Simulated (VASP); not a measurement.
## A VASP 6.6.1 single-point calculation on SiO$_{2}$

INCAR

```
IBRION = -1
NELM = 120
EDIFF = 1E-7
ISMEAR = -1
LREAL = .FALSE.
PREC = Accurate
LCHARG = .FALSE.
GGA = PE
LASPH = .TRUE.
SIGMA = 0.02
ENCUT = 520
NSW = 0
LWAVE = .FALSE.
ISIF = 2
NBANDS = 56
```

KPOINTS

```
KPOINTS created by Atomic Simulation Environment
0
Gamma
6 6 10
0 0 0
```

POSCAR

```
Si O
 1.0000000000000000
     4.1851887985999996    0.0000000000000000    0.0000000000000000
     0.0000000000000000    4.1851887985999996    0.0000000000000000
     0.0000000000000000    0.0000000000000000    2.6154630930999998
 Si  O
   2   4
Cartesian
  0.0000000000000000 -0.0000000000000000  0.0000000000000000
  2.0925943992999998  2.0925943992999998  1.3077315465499999
  1.2807707916413076  1.2807707916413076  0.0000000000000000
  0.8118236076586919  3.3733651909413074  1.3077315465499999
  3.3733651909413074  0.8118236076586919  1.3077315465499999
  2.9044180069586920  2.9044180069586920  0.0000000000000000
```

The recommended PBE PAW datasets give the neutral cell 32 valence electrons.

Command

```
mpirun -np 1 vasp_std
```

Task: How does this run end, and what does it give?

Result: It converged. Results: gap between bands v and c on the k mesh 5.98 eV; least direct gap on the k mesh 5.98 eV; pressure 18.0 GPa; largest force 0.13 eV/Å. Band v is the last that the valence electrons fill when counted band by band, and c is the next.

OSZICAR

```
N       E                     dE             d eps       ncg     rms          rms(c)
DAV:   1     0.145116119476E+03    0.14512E+03   -0.14549E+04  6800   0.553E+02
DAV:   2    -0.450950955898E+02   -0.19021E+03   -0.18121E+03  8064   0.183E+02
DAV:   3    -0.508158036742E+02   -0.57207E+01   -0.56642E+01  7992   0.263E+01
DAV:   4    -0.508343347788E+02   -0.18531E-01   -0.18530E-01  7728   0.164E+00
DAV:   5    -0.508343985492E+02   -0.63770E-04   -0.63770E-04  7944   0.911E-02    0.181E+01
DAV:   6    -0.461097450732E+02    0.47247E+01   -0.31915E+00  7448   0.109E+01    0.804E+00
DAV:   7    -0.461370985512E+02   -0.27353E-01   -0.53277E-01  7992   0.280E+00    0.313E+00
DAV:   8    -0.461515102190E+02   -0.14412E-01   -0.15614E-02  7512   0.653E-01    0.100E+00
DAV:   9    -0.461571734463E+02   -0.56632E-02   -0.54962E-03  7640   0.335E-01    0.264E-01
DAV:  10    -0.461574792265E+02   -0.30578E-03   -0.32762E-04  7952   0.702E-02    0.325E-02
DAV:  11    -0.461574793366E+02   -0.11003E-06   -0.10904E-05  8016   0.176E-02    0.830E-03
DAV:  12    -0.461574803023E+02   -0.96569E-06   -0.16942E-06  7616   0.604E-03    0.228E-03
DAV:  13    -0.461574803269E+02   -0.24590E-07   -0.20597E-07  7952   0.160E-03
   1 F= -.46157480E+02 E0= -.46157480E+02  d E =-.884281E-13
```

For comparison, a separate PBE run of the intended cell, on usual settings and not on those above, gives a gap of 5.98 eV on its mesh and a pressure of 18.0 GPa.
